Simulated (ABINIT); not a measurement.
# NaI (Fm-3m): G0W0 with ABINIT, start to end

Wanted: ground state, empty states, screening and self-energy for NaI (Fm-3m).

Program: ABINIT 10.8.3. Level of theory: PBE and many-body steps on it, plane waves. Results are calculated unless marked as measured.

## Step 1: Set-up

The structure is cubic, space group Fm-3m (No. 225). The conventional cell has a = 6.473 Å, b = 6.473 Å, c = 6.473 Å, α = 90.00°, β = 90.00°, γ = 90.00°. Nearest to Na lie 6 I at 3.24 Å. Nearest to I lie 6 Na at 3.24 Å. Farther neighbours and most contacts between anions are not listed.

The cell and positions come from the Crystallography Open Database and are kept as given unless a step says otherwise.

## Step 2: Ground state

This step: ABINIT 10.8.3; DFT, PBE with spin-orbit coupling, plane waves, norm-conserving pseudopotentials.

The ground-state density comes first.

Contents of run.abi:

```
acell 3*1.0 Angstrom
rprim 
  0.000000000000 3.236400000000 3.236400000000
  3.236400000000 -0.000000000000 3.236400000000
  3.236400000000 3.236400000000 -0.000000000000
ntypat 2
znucl 11 53
natom 2
typat 1 2
xred 
  0.000000000000 0.000000000000 0.000000000000
  0.500000000000 0.500000000000 0.500000000000
pp_dirpath "pseudos"
pseudos "Na.upf, I.upf"
ecut 38
nspinor 2
ngkpt 4 4 4
nshiftk 1
shiftk 0 0 0
kptopt 1
chksymbreak 0
nband 26
occopt 1
tolvrs 1e-10
nstep 60
prtwf 0
optforces 0
optstress 0
indata_prefix "in"
outdata_prefix "out"
tmpdata_prefix "tmp"
```

Run with:

```sh
$ OMP_NUM_THREADS=1 mpirun -n 4 abinit run.abi > log
```

Numbers of over 12 decimals in the logs are rounded to 6 here.

The log of the run:

```text
.Version 10.8.3 of ABINIT. v10.8.2 released Aug 2026.

 Symmetries : space group Fm -3 m (#225); Bravais cF (face-center cubic)
================================================================================
 Values of the parameters that define the memory need of the present run
     intxc =       0    ionmov =       0      iscf =       7    lmnmax =      18
     lnmax =      18     mgfft =      50  mpssoang =       5    mqgrid =    3001
     natom =       2  nloc_mem =       1    nspden =       1   nspinor =       2
    nsppol =       1      nsym =      48    n1xccc =    2501    ntypat =       2
    occopt =       1   xclevel =       2
-    mband =          26        mffmem =           1         mkmem =           2
       mpw =        5124          nfft =      125000          nkpt =           8
================================================================================
  Rough estimation (10% accuracy) of disk space for files :
================================================================================

--------------------------------------------------------------------------------
------------- Echo of variables that govern the present computation ------------
--------------------------------------------------------------------------------
 -outvars: echo values of preprocessed input variables --------
            acell      1.8897261259E+00  1.8897261259E+00  1.8897261259E+00 Bohr

      chksymbreak           0
             ecut      3.80000000E+01 Hartree
-          fftalg         312

              ixc     -101130
              kpt      0.00000000E+00  0.00000000E+00  0.00000000E+00
                       2.50000000E-01  0.00000000E+00  0.00000000E+00
                       5.00000000E-01  0.00000000E+00  0.00000000E+00
                       2.50000000E-01  2.50000000E-01  0.00000000E+00
                       5.00000000E-01  2.50000000E-01  0.00000000E+00
                      -2.50000000E-01  2.50000000E-01  0.00000000E+00
                       5.00000000E-01  5.00000000E-01  0.00000000E+00
                      -2.50000000E-01  5.00000000E-01  2.50000000E-01
         kptrlatt        4    0    0      0    4    0      0    0    4
          kptrlen      3.45968094E+01
P           mkmem           2
            natom           2
            nband          26
            ngfft          50      50      50
             nkpt           8
          nspinor           2
            nstep          60
             nsym          48
           ntypat           2
              occ      1.000000  1.000000  1.000000  1.000000  1.000000  1.000000
                       1.000000  1.000000  1.000000  1.000000  1.000000  1.000000
                       1.000000  1.000000  1.000000  1.000000  0.000000  0.000000
                       0.000000  0.000000  0.000000  0.000000  0.000000  0.000000
                       0.000000  0.000000
        optforces           0
        optstress           0
            prtwf           0
            rprim      0.0000000000E+00  3.2364000000E+00  3.2364000000E+00
                       3.2364000000E+00 -0.0000000000E+00  3.2364000000E+00
                       3.2364000000E+00  3.2364000000E+00 -0.0000000000E+00
          spgroup         225

           tolvrs      1.00000000E-10

             xred      0.0000000000E+00  0.0000000000E+00  0.0000000000E+00
                       5.0000000000E-01  5.0000000000E-01  5.0000000000E-01
            znucl       11.00000   53.00000

================================================================================

 chkinp: Checking input parameters for consistency.

================================================================================
== DATASET  1 ==================================================================
-   mpi_nproc: 4, omp_nthreads: 1 (-1 if OMP is not activated)

--- !DatasetInfo
iteration_state: {dtset: 1, }
dimensions: {natom: 2, nkpt: 8, mband: 26, nsppol: 1, nspinor: 2, nspden: 1, mpw: 5124, }
cutoff_energies: {ecut:  38.0, pawecutdg:  -1.0, }
electrons: {nelect:   1.60000000E+01, charge:   0.00000000E+00, occopt:   1.00000000E+00, tsmear:   1.00000000E-02, }

 Real(R)+Recip(G) space primitive vectors, cartesian coordinates (Bohr,Bohr^-1):
 R(1)=  0.0000000  6.1159096  6.1159096  G(1)= -0.0817540  0.0817540  0.0817540
 R(2)=  6.1159096  0.0000000  6.1159096  G(2)=  0.0817540 -0.0817540  0.0817540
 R(3)=  6.1159096  6.1159096  0.0000000  G(3)=  0.0817540  0.0817540 -0.0817540
 Unit cell volume ucvol=  4.5752326E+02 bohr^3
 Angles (23,13,12)=  6.00000000E+01  6.00000000E+01  6.00000000E+01 degrees

 getcut: wavevector=  0.0000  0.0000  0.0000  ngfft=  50  50  50
         ecut(hartree)=     38.000   => boxcut(ratio)=   2.08406

--- Pseudopotential description ------------------------------------------------
- Na Generated using ONCVPSP code by D. R. Hamann
- 11.00000   9.00000  180418                  znucl, zion, pspdat
12 -101130 1 -1 1992                          pspcod,pspxc,lmax,lloc,mmax
     nproj     2     2     0     0
     spin-orbit psp
        nprojso     3     0     0
  pspatm : epsatm=    9.36249562
         --- l  ekb(1:nproj) -->
             0   -0.676401    2.667548
             1   -6.743410   -2.407195
  spin-orbit 1    0.012480    0.006430   -0.000135
 pspatm: atomic psp has been read  and splines computed

- I Generated using ONCVPSP code by D. R. Hamann
- 53.00000   7.00000  180423                  znucl, zion, pspdat
12 -101130 2 -1 1210                          pspcod,pspxc,lmax,lloc,mmax
     nproj     2     4     4     0
     spin-orbit psp
        nprojso     4     4     0
  pspatm : epsatm=   19.15675463
         --- l  ekb(1:nproj) -->
             0    0.912828    5.952026
             1    3.997763    0.747877    0.008227    0.000022
             2    4.180861    0.714097    0.003511    0.000039
  spin-orbit 1   -0.419626    0.211238    0.050102   -0.000483
  spin-orbit 2    0.305294   -0.042129    0.013865   -0.001013
 pspatm: atomic psp has been read  and splines computed

   4.56308004E+02                                ecore*ucvol(ha*bohr**3)
--------------------------------------------------------------------------------

_setup2: Arith. and geom. avg. npw (full set) are    5106.109    5106.090

================================================================================

--- !BeginCycle
iteration_state: {dtset: 1, }
solver: {iscf: 7, nstep: 60, nline: 4, wfoptalg: 0, }
tolerances: {tolvrs: 1.00E-10, }

     iter   Etot(hartree)      deltaE(h)  residm     vres2
 ETOT  1  -58.704599685877    -5.870E+01 1.510E-01 5.232E+01
 ETOT  2  -58.750599399459    -4.600E-02 1.815E-02 4.731E+00
 ETOT  3  -58.751056893132    -4.575E-04 3.545E-04 3.814E-01
 ETOT  4  -58.751109673310    -5.278E-05 1.222E-03 1.272E-01
 ETOT  5  -58.751116417588    -6.744E-06 3.229E-04 4.443E-03
 ETOT  6  -58.751116565102    -1.475E-07 1.510E-04 3.614E-05
 ETOT  7  -58.751116566734    -1.632E-09 1.379E-04 6.564E-07
 ETOT  8  -58.751116566775    -4.096E-11 5.989E-05 1.247E-08
 ETOT  9  -58.751116566774     1.329E-12 4.877E-05 4.559E-11

 At SCF step    9       vres2   =  4.56E-11 < tolvrs=  1.00E-10 =>converged.

--- !ResultsGS
iteration_state: {dtset: 1, }
comment   : Summary of ground state results
lattice_vectors:
- [  0.0000000,   6.1159096,   6.1159096, ]
- [  6.1159096,  -0.0000000,   6.1159096, ]
- [  6.1159096,   6.1159096,  -0.0000000, ]
lattice_lengths: [   8.64920,    8.64920,    8.64920, ]
lattice_angles: [ 60.000,  60.000,  60.000, ] # degrees, (23, 13, 12)
lattice_volume:   4.5752326E+02
convergence: {deltae:  1.329E-12, res2:  4.559E-11, residm:  4.877E-05, diffor:  0.000E+00, }
etotal    :  -5.87511166E+01
entropy   :   0.00000000E+00
fermie    :   1.67117750E-02
cartesian_stress_tensor: null
pressure_GPa: null
xred      :
- [  0.0000E+00,   0.0000E+00,   0.0000E+00, Na]
- [  5.0000E-01,   5.0000E-01,   5.0000E-01,  I]
cartesian_forces: null
force_length_stats: {min: null, max: null, mean: null, }

 Integrated electronic density in atomic spheres:
 ------------------------------------------------
 Atom  Sphere_radius  Integrated_density
    1        2.00000          7.92593862
    2        2.00000          2.89860315
================================================================================

 ----iterations are completed or convergence reached----

 Mean square residual over all n,k,spin=   48.919E-08; max=  48.767E-06
 reduced coordinates (array xred) for    2 atoms
       0.000000000000      0.000000000000      0.000000000000
       0.500000000000      0.500000000000      0.500000000000
 rms dE/dt=  0.0000E+00; max dE/dt=  0.0000E+00; dE/dt below (all hartree)
    1       0.000000000000      0.000000000000      0.000000000000
    2       0.000000000000      0.000000000000      0.000000000000

 cartesian coordinates (angstrom) at end:
    1      0.000000     0.000000     0.000000
    2      3.236400     3.236400     3.236400
 length scales=  1.889726125908  1.889726125908  1.889726125908 bohr
              =  1.000000000000  1.000000000000  1.000000000000 angstroms
 prteigrs : about to open file out_EIG
 Fermi (or HOMO) energy (hartree) =   0.01671   Average Vxc (hartree)=  -0.28324
 Eigenvalues (hartree) for nkpt=   8  k points:
 kpt#   1, nband= 26, wtk=  0.01563, kpt=  0.0000  0.0000  0.0000 (reduced coord)
  -1.85333   -1.85333   -0.82581   -0.82581   -0.81924   -0.81924   -0.81924   -0.81924
  -0.39988   -0.39988   -0.02292   -0.02292    0.01671    0.01671    0.01671    0.01671
   0.13796    0.13796    0.29638    0.29638    0.29638    0.29638    0.29757    0.29757
   0.36532    0.36532
 prteigrs : prtvol=0 or 1, do not print more k-points.

--- !EnergyTerms
iteration_state     : {dtset: 1, }
comment             : Components of total free energy in Hartree
kinetic             :  3.10173396883658E+01
hartree             :  2.14414417510290E+01
xc                  : -1.08941266775599E+01
Ewald energy        : -2.99766697443574E+01
psp_core            :  9.97343844681579E-01
local_psp           : -5.84405412367042E+01
non_local_psp       : -1.28959041922285E+01
total_energy        : -5.87511165667737E+01
total_energy_eV     : -1.59869932528113E+03
band_energy         : -9.60162555994131E+00

== END DATASET(S) ==============================================================
================================================================================

 -outvars: echo values of variables after computation  --------
           etotal     -5.8751116567E+01
            nband          26
             nkpt           8
          spgroup         225
 [... the other variables as echoed above ...]

 Calculation completed.
```

The job ended after 26 s (4 MPI ranks of Arm Neoverse V1, shared host; peak memory 0.42 GiB).

This step gave:

```
total energy               : -1598.6993 eV
gap                        : 3.299 eV
k of the valence top       : 0, 0, 0
k of the conduction bottom : 0, 0, 0
least direct gap           : 3.299 eV
```

The gap is direct, at Γ.

## Step 3: Bands along the symmetry lines

The cheap functional maps the bands first; the places of the edges decide which points the dearer methods must see.

Contents of run.abi:

```
acell 3*1.0 Angstrom
rprim 
  0.000000000000 3.236400000000 3.236400000000
  3.236400000000 -0.000000000000 3.236400000000
  3.236400000000 3.236400000000 -0.000000000000
ntypat 2
znucl 11 53
natom 2
typat 1 2
xred 
  0.000000000000 0.000000000000 0.000000000000
  0.500000000000 0.500000000000 0.500000000000
pp_dirpath "pseudos"
pseudos "Na.upf, I.upf"
ecut 38
nspinor 2
iscf -2
irdden 1
kptopt 0
nkpt 26
kpt 
  0.00000000 0.00000000 0.00000000
  0.12500000 0.00000000 0.12500000
  0.25000000 0.00000000 0.25000000
  0.37500000 0.00000000 0.37500000
  0.50000000 0.00000000 0.50000000
  0.53125000 0.06250000 0.53125000
  0.56250000 0.12500000 0.56250000
  0.59375000 0.18750000 0.59375000
  0.62500000 0.25000000 0.62500000
  0.37500000 0.37500000 0.75000000
  0.28125000 0.28125000 0.56250000
  0.18750000 0.18750000 0.37500000
  0.09375000 0.09375000 0.18750000
  0.00000000 0.00000000 0.00000000
  0.12500000 0.12500000 0.12500000
  0.25000000 0.25000000 0.25000000
  0.37500000 0.37500000 0.37500000
  0.50000000 0.50000000 0.50000000
  0.50000000 0.43750000 0.56250000
  0.50000000 0.37500000 0.62500000
  0.50000000 0.31250000 0.68750000
  0.50000000 0.25000000 0.75000000
  0.50000000 0.18750000 0.68750000
  0.50000000 0.12500000 0.62500000
  0.50000000 0.06250000 0.56250000
  0.50000000 0.00000000 0.50000000
istwfk *1
nband 32
nbdbuf 6
tolwfr 1e-08
nstep 40
prtwf 0
prtvol 0
indata_prefix "in"
outdata_prefix "out"
tmpdata_prefix "tmp"
```

The log of the run:

```text
.Version 10.8.3 of ABINIT. v10.8.2 released Aug 2026.

 Symmetries : space group Fm -3 m (#225); Bravais cF (face-center cubic)
[... echo of the input left out ...]
== DATASET  1 ==================================================================
-   mpi_nproc: 4, omp_nthreads: 1 (-1 if OMP is not activated)

--- !DatasetInfo
iteration_state: {dtset: 1, }
dimensions: {natom: 2, nkpt: 26, mband: 32, nsppol: 1, nspinor: 2, nspden: 1, mpw: 5142, }
cutoff_energies: {ecut:  38.0, pawecutdg:  -1.0, }
electrons: {nelect:   1.60000000E+01, charge:   0.00000000E+00, occopt:   1.00000000E+00, tsmear:   1.00000000E-02, }

 Real(R)+Recip(G) space primitive vectors, cartesian coordinates (Bohr,Bohr^-1):
 R(1)=  0.0000000  6.1159096  6.1159096  G(1)= -0.0817540  0.0817540  0.0817540
 R(2)=  6.1159096  0.0000000  6.1159096  G(2)=  0.0817540 -0.0817540  0.0817540
 R(3)=  6.1159096  6.1159096  0.0000000  G(3)=  0.0817540  0.0817540 -0.0817540
 Unit cell volume ucvol=  4.5752326E+02 bohr^3
 Angles (23,13,12)=  6.00000000E+01  6.00000000E+01  6.00000000E+01 degrees

 getcut: wavevector=  0.0000  0.0000  0.0000  ngfft=  50  50  50
         ecut(hartree)=     38.000   => boxcut(ratio)=   2.08406

--- Pseudopotential description ------------------------------------------------
- Na Generated using ONCVPSP code by D. R. Hamann
- 11.00000   9.00000  180418                  znucl, zion, pspdat
12 -101130 1 -1 1992                          pspcod,pspxc,lmax,lloc,mmax
     nproj     2     2     0     0
     spin-orbit psp
        nprojso     3     0     0
  pspatm : epsatm=    9.36249562
         --- l  ekb(1:nproj) -->
             0   -0.676401    2.667548
             1   -6.743410   -2.407195
  spin-orbit 1    0.012480    0.006430   -0.000135
 pspatm: atomic psp has been read  and splines computed

- I Generated using ONCVPSP code by D. R. Hamann
- 53.00000   7.00000  180423                  znucl, zion, pspdat
12 -101130 2 -1 1210                          pspcod,pspxc,lmax,lloc,mmax
     nproj     2     4     4     0
     spin-orbit psp
        nprojso     4     4     0
  pspatm : epsatm=   19.15675463
         --- l  ekb(1:nproj) -->
             0    0.912828    5.952026
             1    3.997763    0.747877    0.008227    0.000022
             2    4.180861    0.714097    0.003511    0.000039
  spin-orbit 1   -0.419626    0.211238    0.050102   -0.000483
  spin-orbit 2    0.305294   -0.042129    0.013865   -0.001013
 pspatm: atomic psp has been read  and splines computed

--------------------------------------------------------------------------------

================================================================================
 prteigrs : about to open file out_EIG
 Non-SCF case, kpt    1 (  0.00000  0.00000  0.00000), residuals and eigenvalues=
  1.60E-09  6.65E-09  1.84E-09  6.09E-09  1.42E-09  2.88E-09  4.67E-09  8.92E-09
[...]
4.4454E-01  4.4527E-01
 Non-SCF case, kpt    3 (  0.25000  0.00000  0.25000), residuals and eigenvalues=
[...]
4.8658E-01  4.8716E-01
[...]
Non-SCF case, kpt   25 (  0.50000  0.06250  0.56250), residuals and eigenvalues=
[...]
4.9838E-01  4.9850E-01
 Non-SCF case, kpt   26 (  0.50000  0.00000  0.50000), residuals and eigenvalues=
[...]
2.0861E-01  2.0861E-01  3.6493E-01  3.6493E-01  4.1785E-01  4.1785E-01
  4.2691E-01  4.2691E-01  4.3467E-01  4.3467E-01  4.9684E-01  4.9717E-01
  4.9878E-01  5.0103E-01

--- !ResultsGS
iteration_state: {dtset: 1, }
comment   : Summary of ground state results
lattice_vectors:
- [  0.0000000,   6.1159096,   6.1159096, ]
- [  6.1159096,  -0.0000000,   6.1159096, ]
- [  6.1159096,   6.1159096,  -0.0000000, ]
lattice_lengths: [   8.64920,    8.64920,    8.64920, ]
lattice_angles: [ 60.000,  60.000,  60.000, ] # degrees, (23, 13, 12)
lattice_volume:   4.5752326E+02
convergence: {deltae:  0.000E+00, res2:  0.000E+00, residm:  9.996E-09, diffor:  0.000E+00, }
etotal    :  -5.87511166E+01
entropy   :   0.00000000E+00
fermie    :   1.67117750E-02
cartesian_stress_tensor: null
pressure_GPa: null
xred      :
- [  0.0000E+00,   0.0000E+00,   0.0000E+00, Na]
- [  5.0000E-01,   5.0000E-01,   5.0000E-01,  I]
cartesian_forces: null
force_length_stats: {min: null, max: null, mean: null, }

 Integrated electronic density in atomic spheres:
 ------------------------------------------------
 Atom  Sphere_radius  Integrated_density
    1        2.00000          7.92593862
    2        2.00000          2.89860315
================================================================================

 ----iterations are completed or convergence reached----

 Mean square residual over all n,k,spin=   39.799E-10; max=  99.960E-10
 reduced coordinates (array xred) for    2 atoms
       0.000000000000      0.000000000000      0.000000000000
       0.500000000000      0.500000000000      0.500000000000

 cartesian coordinates (angstrom) at end:
    1      0.000000     0.000000     0.000000
    2      3.236400     3.236400     3.236400
 length scales=  1.889726125908  1.889726125908  1.889726125908 bohr
              =  1.000000000000  1.000000000000  1.000000000000 angstroms
 prteigrs : about to open file out_EIG
 Eigenvalues (hartree) for nkpt=  26  k points:
 kpt#   1, nband= 32, wtk=  1.00000, kpt=  0.0000  0.0000  0.0000 (reduced coord)
[...]
kpt#   2, nband= 32, wtk=  1.00000, kpt=  0.1250  0.0000  0.1250 (reduced coord)
[...]
kpt#   3, nband= 32, wtk=  1.00000, kpt=  0.2500  0.0000  0.2500 (reduced coord)
[...]
kpt#  25, nband= 32, wtk=  1.00000, kpt=  0.5000  0.0625  0.5625 (reduced coord)
[...]
kpt#  26, nband= 32, wtk=  1.00000, kpt=  0.5000  0.0000  0.5000 (reduced coord)
[...]
0.16927    0.16927    0.20861    0.20861    0.36493    0.36493    0.41785    0.41785
   0.42691    0.42691    0.43467    0.43467    0.49684    0.49717    0.49878    0.50103

== END DATASET(S) ==============================================================
================================================================================

 -outvars: echo values of variables after computation  --------
            nband          32
             nkpt          26
          spgroup         225
 [... the other variables as echoed above ...]

 Calculation completed.
```

Run time: 44 s. Hardware: 4 MPI ranks; peak memory 0.42 GiB; 2.9 min of CPU time.

Numbers from this step:

* gap: 3.299 eV
* k of the valence top: 0, 0, 0
* k of the conduction bottom: 0, 0, 0
* least direct gap: 3.299 eV

The gap is 3.299 eV, as in the run before at this level.

Electronic bands along the path, in eV, zero at the top of the highest filled band; v1 is the highest filled band, c1 the lowest empty one:

```csv
point,v4,v3,v2,v1,c1,c2,c3,c4
Γ,0.00,0.00,0.00,0.00,3.30,3.30,7.61,7.61
halfway,-0.86,-0.86,-0.44,-0.44,4.94,4.94,6.03,6.03
X,-1.27,-1.27,-0.80,-0.80,4.15,4.15,5.22,5.22
halfway,-1.35,-1.35,-0.86,-0.86,4.40,4.40,5.52,5.52
U,-1.57,-1.57,-0.83,-0.83,4.87,4.87,6.34,6.34
jump to K,-1.57,-1.57,-0.83,-0.83,4.87,4.87,6.34,6.34
halfway,-0.96,-0.96,-0.32,-0.32,5.30,5.30,6.80,6.80
Γ,0.00,0.00,0.00,0.00,3.30,3.30,7.61,7.61
halfway,-0.68,-0.68,-0.16,-0.16,4.59,4.59,7.18,7.18
L,-0.90,-0.90,-0.30,-0.30,4.75,4.75,7.11,7.11
halfway,-1.31,-1.31,-0.68,-0.68,5.79,5.79,5.97,5.97
W,-1.51,-1.51,-1.13,-1.13,5.48,5.48,7.08,7.08
halfway,-1.38,-1.38,-0.96,-0.96,4.68,4.68,5.78,5.78
X,-1.27,-1.27,-0.80,-0.80,4.15,4.15,5.22,5.22
```

(Continued in part 2 of 2.)

[Paths, hosts, dates, memory and timing lines, banners, echoed tables and standing remarks are left out of the program output.]

[Logs are printed without paths, hosts, clocks, repeated set-up lines and the standing remarks that a program may print on its own settings, such as how far it seeks lower states.]

[Runs of the session that timed out or met a known fault of the program may be left out.]

[Hosts, paths, dates, database ids (printed as entryN), source tags and the programs' standing remarks are cut or masked in the printed files.]

[G0W0 gaps are taken among the corrected bands and points alone; a level outside them can change the order at an edge.]

[Where Ansatz stands beside ABINIT at settings called matched, ABINIT's density can come from a denser mesh and the files from another edition; pairs whose starting gaps differed by over 0.03 eV were left out, so agreement reads better than it is.]
